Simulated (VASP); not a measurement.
Wanted: the native input for a VASP 6.6.1 run.

```
Task                   : band structure
Functional             : PBE
Potentials or basis    : VASP PAW PBE potentials, release 54 (Sn, O)
Cutoff                 : 500 eV
k mesh                 : 6 × 6 × 8
Occupations            : fermi-dirac, width 0.05 eV
Spin                   : no spin polarisation
Further INCAR settings : ALGO = Normal; EDIFF = 1e-06; NBANDS = 25
```

The structure of SnO2 (Cassiterite) lies in POSCAR:

```
SnO2
1.0
    4.7380000000      0.0000000000      0.0000000000
    0.0000000000      4.7380000000      0.0000000000
    0.0000000000      0.0000000000      3.1865000000
Sn O
2 4
Direct
    0.5000000000      0.5000000000      0.5000000000
    0.0000000000      0.0000000000      0.0000000000
    0.8071000000      0.1929000000      0.5000000000
    0.6929000000      0.6929000000      0.0000000000
    0.1929000000      0.8071000000      0.5000000000
    0.3071000000      0.3071000000      0.0000000000
```

One way to write it, as run:

INCAR

```
ALGO = Normal ; EDIFF = 1E-6
ENCUT = 500 ; GGA = PE
ISIF = 2 ; ISMEAR = -1
LASPH = True ; LCHARG = False
LREAL = False ; LWAVE = False
NBANDS = 25 ; NELM = 60
PREC = Accurate ; SIGMA = 0.05
```

KPOINTS

```
k-points
0
Gamma
  6 6 8
```

KPOINTS_OPT

```
path GXMGZRAZ,XR,MA
15
line-mode
reciprocal
 0.0000000000  0.0000000000  0.0000000000  G
 0.0000000000  0.5000000000  0.0000000000  X

 0.0000000000  0.5000000000  0.0000000000  X
 0.5000000000  0.5000000000  0.0000000000  M

 0.5000000000  0.5000000000  0.0000000000  M
 0.0000000000  0.0000000000  0.0000000000  G

 0.0000000000  0.0000000000  0.0000000000  G
 0.0000000000  0.0000000000  0.5000000000  Z

 0.0000000000  0.0000000000  0.5000000000  Z
 0.0000000000  0.5000000000  0.5000000000  R

 0.0000000000  0.5000000000  0.5000000000  R
 0.5000000000  0.5000000000  0.5000000000  A

 0.5000000000  0.5000000000  0.5000000000  A
 0.0000000000  0.0000000000  0.5000000000  Z

 0.0000000000  0.5000000000  0.0000000000  X
 0.0000000000  0.5000000000  0.5000000000  R

 0.5000000000  0.5000000000  0.0000000000  M
 0.5000000000  0.5000000000  0.5000000000  A
```

Potentials or basis: VASP PAW PBE potentials, release 54 (Sn, O).

Run with:

```sh
$ cat potpaw_PBE.54/Sn/POTCAR potpaw_PBE.54/O/POTCAR > POTCAR
$ mpirun -np 1 vasp_std > vasp.out
```

Results of the run:

* Pressure: 11.7 GPa
* Largest force: 0.293 eV/Å
* Band gap on the k mesh: 1.26 eV, direct
* Band gap along the path: 1.26 eV, direct

Caveat: spin-orbit coupling is left out, which moves the levels of the heavy elements.

Wall time 2.4 min on 1 thread of AMD EPYC 7R13 Processor (Zen 3), with other jobs on the host, peak memory 0.23 GiB.
